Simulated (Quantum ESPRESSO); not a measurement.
# BaTiO3 (Barioperovskite) (Amm2) in Quantum ESPRESSO: notebook, part 3 of 3

Quantum ESPRESSO 7.5. The steps go on from the part before.

## 4. Phonons, LDA

The input, pw.in:

```
&CONTROL
  calculation = 'scf'
  prefix = 'pwscf'
  outdir = './tmp'
  pseudo_dir = './pseudo'
  tprnfor = .true.
  tstress = .true.
  disk_io = 'low'
/
&SYSTEM
  ibrav = 0
  celldm(1) = 8
  nat = 5
  ntyp = 3
  ecutwfc = 52
  ecutrho = 312
  nbnd = 28
  occupations = 'smearing'
  smearing = 'fd'
  degauss = 0.00367493
/
&ELECTRONS
  conv_thr = 1d-09
  electron_maxstep = 120
  mixing_beta = 0.5
/
ATOMIC_SPECIES
Ba   137.3270 Ba.LDA_PW-JTH.UPF
Ti    47.8670 Ti.LDA_PW-JTH.UPF
O     15.9990 O.LDA_PW-JTH.UPF
CELL_PARAMETERS alat
  0.9414379337120   0.0000000000000   0.0000000000000
  0.0000000000000   0.6701205053689   0.6720692854349
  0.0000000000000  -0.6701205053689   0.6720692854349
ATOMIC_POSITIONS crystal
Ba     0.0000000000    0.0000000000    0.0000000000
Ti     0.5000000000    0.5124000000    0.5124000000
O      0.5000000000    0.9918400000    0.5052400000
O      0.5000000000    0.5052400000    0.9918400000
O      0.0000000000    0.4874000000    0.4874000000
K_POINTS automatic
2 2 2 1 1 1
```

The input, relax.in:

```
&CONTROL
  calculation = 'relax'
  prefix = 'pwscf'
  outdir = './tmp'
  pseudo_dir = './pseudo'
  tprnfor = .true.
  tstress = .true.
  disk_io = 'low'
  nstep = 40
  forc_conv_thr = 0.0001
  etot_conv_thr = 1d-06
/
&SYSTEM
  ibrav = 0
  celldm(1) = 8
  nat = 5
  ntyp = 3
  ecutwfc = 52
  ecutrho = 312
  nbnd = 28
  occupations = 'smearing'
  smearing = 'fd'
  degauss = 0.00367493
/
&ELECTRONS
  conv_thr = 1d-09
  electron_maxstep = 120
  mixing_beta = 0.5
/
&IONS
  ion_dynamics = 'bfgs'
/
ATOMIC_SPECIES
Ba   137.3270 Ba.LDA_PW-JTH.UPF
Ti    47.8670 Ti.LDA_PW-JTH.UPF
O     15.9990 O.LDA_PW-JTH.UPF
CELL_PARAMETERS alat
  0.9414379337120   0.0000000000000   0.0000000000000
  0.0000000000000   0.6701205053689   0.6720692854349
  0.0000000000000  -0.6701205053689   0.6720692854349
ATOMIC_POSITIONS crystal
Ba     0.0000000000    0.0000000000    0.0000000000
Ti     0.5000000000    0.5124000000    0.5124000000
O      0.5000000000    0.9918400000    0.5052400000
O      0.5000000000    0.5052400000    0.9918400000
O      0.0000000000    0.4874000000    0.4874000000
K_POINTS automatic
2 2 2 1 1 1
```

The input, scf2.in:

```
&CONTROL
  calculation = 'scf'
  prefix = 'pwscf'
  outdir = './tmp'
  pseudo_dir = './pseudo'
  tprnfor = .true.
  tstress = .true.
  disk_io = 'low'
/
&SYSTEM
  ibrav = 0
  celldm(1) = 8
  nat = 5
  ntyp = 3
  ecutwfc = 52
  ecutrho = 312
  nbnd = 28
  occupations = 'fixed'
/
&ELECTRONS
  conv_thr = 1d-13
  electron_maxstep = 120
  mixing_beta = 0.5
  startingpot = 'file'
  startingwfc = 'file'
/
ATOMIC_SPECIES
Ba   137.3270 Ba.LDA_PW-JTH.UPF
Ti    47.8670 Ti.LDA_PW-JTH.UPF
O     15.9990 O.LDA_PW-JTH.UPF
CELL_PARAMETERS alat
  0.9414379337120   0.0000000000000   0.0000000000000
  0.0000000000000   0.6701205053689   0.6720692854349
  0.0000000000000  -0.6701205053689   0.6720692854349
ATOMIC_POSITIONS crystal
Ba     0.0000000000   -0.0006291360   -0.0006291360
Ti     0.5000000000    0.4993686155    0.4993686155
O      0.5000000000    0.9994060653    0.4993947225
O      0.5000000000    0.4993947225    0.9994060653
O      0.0000000000    0.4993397327    0.4993397327
K_POINTS automatic
2 2 2 1 1 1
```

The input, ph.in:

```
phonons of BaTiO3
&INPUTPH
  prefix = 'pwscf'
  outdir = './tmp'
  tr2_ph = 1d-18
  fildyn = 'dyn'
  niter_ph = 90
  alpha_mix(1) = 0.7
  epsil = .true.
/
0.0000000000 0.0000000000 0.0000000000
```

The input, dynmat.in:

```
&INPUT
  fildyn = 'dyn'
  asr = 'crystal'
  lperm = .true.
  filout = 'dynmat.disp'
  fileig = 'dynmat.eig'
/
```

The input, dynmat_lo.in:

```
&INPUT
  fildyn = 'dyn'
  asr = 'crystal'
  filout = 'dynmat_lo.disp'
  fileig = 'dynmat_lo.eig'
  q(1) = 0
  q(2) = 0
  q(3) = 1
/
```

Potentials or basis: JTH 2.0 LDA.

On the command line:

```console
$ OMP_NUM_THREADS=1 pw.x -in pw.in > pw.out
$ OMP_NUM_THREADS=1 pw.x -in relax.in > relax.out
$ OMP_NUM_THREADS=1 pw.x -in scf2.in > scf2.out
$ OMP_NUM_THREADS=1 ph.x -in ph.in > ph.out
$ OMP_NUM_THREADS=1 dynmat.x -in dynmat.in > dynmat.out
$ OMP_NUM_THREADS=1 dynmat.x -in dynmat_lo.in > dynmat_lo.out
```

pw.out:

```text
This program is part of the open-source Quantum ESPRESSO suite
     for quantum simulation of materials; please cite
         "P. Giannozzi et al., J. Phys.:Condens. Matter 21 395502 (2009);
         "P. Giannozzi et al., J. Phys.:Condens. Matter 29 465901 (2017);
         "P. Giannozzi et al., J. Chem. Phys. 152 154105 (2020);
     in publications or presentations arising from this work. More details at

     file Ba.LDA_PW-JTH.UPF: wavefunction(s)  5S 6S 5P 0P 5D 0D renormalized
     file Ti.LDA_PW-JTH.UPF: wavefunction(s)  4S 3P 0P 3D 0D renormalized
     file O.LDA_PW-JTH.UPF: wavefunction(s)  0S 2P 0P renormalized
     Message from routine setup:
     using ibrav=0 with symmetry is DISCOURAGED, use correct ibrav instead

     G-vector sticks info
     --------------------
     sticks:   dense  smooth     PW     G-vecs:    dense   smooth      PW
     Sum        1425     949    261                40375    22035    3167

     Using Slab Decomposition

     bravais-lattice index     =            0
     lattice parameter (alat)  =       8.0000  a.u.
     unit-cell volume          =     434.1688 (a.u.)^3
     number of atoms/cell      =            5
     number of atomic types    =            3
     number of electrons       =        40.00
     number of Kohn-Sham states=           28
     kinetic-energy cutoff     =      52.0000  Ry
     charge density cutoff     =     312.0000  Ry
     scf convergence threshold =      1.0E-09
     mixing beta               =       0.5000
     number of iterations used =            8  plain     mixing
     Exchange-correlation= SLA PW NOGX NOGC
                           (   1   4   0   0   0   0   0)

     celldm(1)=   8.000000  celldm(2)=   0.000000  celldm(3)=   0.000000
     celldm(4)=   0.000000  celldm(5)=   0.000000  celldm(6)=   0.000000

     crystal axes: (cart. coord. in units of alat)
               a(1) = (   0.941438   0.000000   0.000000 )
               a(2) = (   0.000000   0.670121   0.672069 )
               a(3) = (   0.000000  -0.670121   0.672069 )

     reciprocal axes: (cart. coord. in units 2 pi/alat)
               b(1) = (  1.062205  0.000000 -0.000000 )
               b(2) = ( -0.000000  0.746134  0.743971 )
               b(3) = (  0.000000 -0.746134  0.743971 )

     PseudoPot. # 1 for Ba read from file:
     Ba.LDA_PW-JTH.UPF
     Pseudo is Projector augmented-wave + core cor, Zval = 10.0
     Generated using ATOMPAW code
     Shape of augmentation charge: SINC**2
     Using radial grid of 1099 points,  6 beta functions with:
                l(1) =   0
                l(2) =   0
                l(3) =   1
                l(4) =   1
[... 40 lines left out ...]
         1        Ba     tau(   1) = (   0.0000000   0.0000000   0.0000000  )
         2        Ti     tau(   2) = (   0.4707190   0.0000000   0.6887366  )
         3        O      tau(   3) = (   0.4707190   0.3260806   1.0061415  )
         4        O      tau(   4) = (   0.4707190  -0.3260806   1.0061415  )
         5        O      tau(   5) = (   0.0000000   0.0000000   0.6551331  )

     number of k points=     2  Fermi-Dirac smearing, width (Ry)=  0.0037
                       cart. coord. in units 2pi/alat
        k(    1) = (   0.2655512   0.0000000   0.3719855), wk =   1.0000000
        k(    2) = (   0.2655512   0.3730672   0.0000000), wk =   1.0000000

     Dense  grid:    40375 G-vectors     FFT dimensions: (  45,  45,  45)

     Smooth grid:    22035 G-vectors     FFT dimensions: (  36,  36,  36)

     Check: negative core charge=   -0.000020

     Initial potential from superposition of free atoms

     starting charge      39.9824, renormalised to      40.0000

     negative rho (up, down):  3.781E-02 0.000E+00
     Starting wfcs are   60 randomized atomic wfcs

     Self-consistent Calculation

     iteration #  1     ecut=    52.00 Ry     beta= 0.50
     Davidson diagonalization with overlap
     ethr =  1.00E-02,  avg # of iterations =  2.0

     negative rho (up, down):  4.499E-02 0.000E+00
[... 103 lines left out ...]
     iteration # 13     ecut=    52.00 Ry     beta= 0.50
     Davidson diagonalization with overlap
     ethr =  1.28E-11,  avg # of iterations =  1.5

     negative rho (up, down):  5.187E-02 0.000E+00

     End of self-consistent calculation

          k = 0.2656 0.0000 0.3720 (  2753 PWs)   bands (ev):

   -45.5973 -22.1980 -22.1936 -22.1800 -14.5836  -6.2809  -5.7121  -5.6773
    -0.0367  -0.0192   0.5641   6.3546   7.0224   7.0651   7.5323   7.7058
     7.7900   9.3525   9.3797   9.5013  13.3587  13.4245  13.4527  16.1928
    16.2519  17.4003  17.4517  18.1044

          k = 0.2656 0.3731 0.0000 (  2755 PWs)   bands (ev):

   -45.5973 -22.1974 -22.1943 -22.1800 -14.5834  -6.2787  -5.7421  -5.6530
    -0.0608   0.0134   0.5667   6.3469   6.9901   7.0941   7.5617   7.7040
     7.7747   9.3465   9.3549   9.5147  13.3549  13.4333  13.4458  16.1895
    16.2515  17.3281  17.4965  18.1098

     the Fermi energy is    11.5324 ev

!    total energy              =    -726.55636662 Ry
     total all-electron energy =      -726.556367 Ry
     estimated scf accuracy    <          9.6E-11 Ry
     smearing contrib. (-TS)   =       0.00000000 Ry
     internal energy E=F+TS    =    -726.55636662 Ry

     The total energy is F=E-TS. E is the sum of the following terms:
     one-electron contribution =     -68.68388375 Ry
     hartree contribution      =      58.63596888 Ry
     xc contribution           =     -50.33419973 Ry
     ewald contribution        =    -206.91756770 Ry
     one-center paw contrib.   =    -459.25668432 Ry

     convergence has been achieved in  13 iterations

     negative rho (up, down):  5.187E-02 0.000E+00

     Forces acting on atoms (cartesian axes, Ry/au):

     atom    1 type  1   force =     0.00000000    0.00000000    0.00635988
     atom    2 type  2   force =     0.00000000    0.00000000   -0.02735194
     atom    3 type  3   force =     0.00000000    0.00019387   -0.00242257
     atom    4 type  3   force =     0.00000000   -0.00019387   -0.00242257
     atom    5 type  3   force =     0.00000000   -0.00000000    0.02583720

     Total force =     0.038314     Total SCF correction =     0.000003

     Computing stress (Cartesian axis) and pressure

     negative rho (up, down):  5.187E-02 0.000E+00
          total   stress  (Ry/bohr**3)                   (kbar)     P=      -80.91
  -0.00051502   0.00000000   0.00000000          -75.76        0.00        0.00
  -0.00000000  -0.00054709  -0.00000000           -0.00      -80.48       -0.00
  -0.00000000  -0.00000000  -0.00058794           -0.00       -0.00      -86.49

=------------------------------------------------------------------------------=
   JOB DONE.
=------------------------------------------------------------------------------=
```

Run time: 17 min. Hardware: 1 thread of Intel Xeon at 2.50GHz (Skylake/Cascade Lake), shared host; peak memory 0.2 GiB.

Results:

```
Free energy                                             : -9885.3510 eV
Pressure after relaxing                                 : -9.0 GPa
Electronic dielectric tensor (diagonal)                 : 6.13, 6.04, 6.06
Born charges (mean of the diagonal)                     : Ba +2.68; Ti +6.15; O -2.74 e
Highest phonon frequency at Γ, LO-TO splitting left out : 482 cm⁻¹
Static dielectric tensor (diagonal)                     : 43.53, 53.79, 55.41
```

Forces on the atoms (eV/Å):
```
Ba   0.000  0.000  0.000
Ti   0.000  0.000 -0.001
O    0.000  0.000 -0.001
O    0.000  0.000 -0.001
O    0.000  0.000  0.002
```

Stress tensor (GPa, compression positive):
```
-8.11  0.00  0.00
 0.00 -9.10  0.00
 0.00  0.00 -9.84
```

The path:
```
step  energy change (eV)  largest force (eV/Å)  pressure (GPa)
   1              0.0000                0.7032           -8.09
   2             -0.0174                0.5089           -8.28
   3             -0.0313                0.3300           -8.49
   4             -0.0419                0.1836           -8.76
   5             -0.0442                0.1637           -8.86
   6             -0.0461                0.1045           -8.95
   7             -0.0472                0.0526           -8.98
   8             -0.0475                0.0392           -8.99
   9             -0.0476                0.0411           -9.00
  10             -0.0478                0.0421           -9.01
  11             -0.0480                0.0263           -9.01
  12             -0.0480                0.0086           -9.01
  13             -0.0480                0.0020           -9.01
```

Final structure:
```cif
data_structure
_symmetry_space_group_name_H-M 'P 1'
_symmetry_Int_Tables_number 1
_cell_length_a 3.9855
_cell_length_b 4.0178
_cell_length_c 4.0178
_cell_angle_alpha 89.834
_cell_angle_beta 90.000
_cell_angle_gamma 90.000
_cell_volume 64.34
loop_
_atom_site_label
_atom_site_type_symbol
_atom_site_fract_x
_atom_site_fract_y
_atom_site_fract_z
_atom_site_occupancy
Ba1 Ba 0.00000 0.99937 0.99937 1
Ti1 Ti 0.50000 0.49937 0.49937 1
O1 O 0.50000 0.99941 0.49939 1
O2 O 0.50000 0.49939 0.99941 1
O3 O 0.00000 0.49934 0.49934 1
```

Phonon frequencies in cm⁻¹ (negative: imaginary):
```tsv
q point	frequencies
(0.000, 0.000, 0.000)	1 1 1 151 153 154 194 196 232 360 361 361 481 481 482
```

Electronic dielectric tensor:
```
6.13 0.00 0.00
0.00 6.04 0.00
0.00 0.00 6.06
```

Born effective charge tensors (e):
atom 1, Ba
```
2.68 0.00 0.00
0.00 2.68 0.00
0.00 0.00 2.68
```
atom 2, Ti
```
6.23 0.00 0.00
0.00 6.11 0.00
0.00 0.00 6.13
```
atom 3, O
```
-2.24  0.00  0.00
 0.00 -2.99 -0.77
 0.00 -0.77 -3.01
```
atom 4, O
```
-2.24  0.00  0.00
 0.00 -2.99  0.77
 0.00  0.77 -3.01
```
atom 5, O
```
-3.86  0.00  0.00
 0.00 -2.19  0.00
 0.00  0.00 -2.18
```

Zone-centre frequencies without and with the macroscopic field along z (cm⁻¹):
```
                                  optical modes in rising order
       without  151 153 154 194 196 232 360 361 361 481 481 482
with the field  153 154 156 196 232 360 361 361 452 481 481 609
```

Static dielectric tensor, electrons and zone-centre modes:
```
43.53  0.00  0.00
 0.00 53.79  0.00
 0.00  0.00 55.41
```

Caveat: the k mesh is coarse (spacing up to 0.79 Å⁻¹), so the values aren't converged; the mesh is thin for the dielectric tensor, Born charges and intensities, which usually come out too large; this set's barium file shifts pressures by 1.5 GPa and gaps by 0.1 eV against other sets; the cell is more than 3 GPa from zero pressure, which shifts response properties; the cell relaxed to another space group than the one typed; the Born charges break their sum rule by 0.60 e, a sign of too thin a mesh. The run has no spin-orbit coupling, so splittings on Ba are missing.

## 5. The runs side by side

```csv
task,level,potentials or basis,cell,k mesh,cutoff (eV),form of the LDA correlation,mesh quality,pressure (GPa)
dielectric tensor,AM05,GBRV 1.5 PBE,as given,"4 × 4 × 4, shifted",612,-,not flagged,-1.8
phonons,LDA,GBRV 1.5 LDA,relaxed,"2 × 2 × 2, shifted",612,PZ81,coarse,-8.8
phonons,LDA,JTH 2.0 LDA,relaxed,"2 × 2 × 2, shifted",707,PW92,coarse,-9.0
```

Alike in all rows: no spin polarisation; smearing fermi-dirac 0.05 eV.

Caveats: some runs use coarse meshes; the cell is more than 3 GPa from zero pressure, which shifts response properties (some runs); the cell relaxed to another space group than the one typed (some runs); the potentials were made for another functional, which shifts forces and pressure (some runs); this set's barium file shifts pressures by 1.5 GPa and gaps by 0.1 eV against other sets (some runs).

Absolute energies hang on the potentials; compare differences alone.
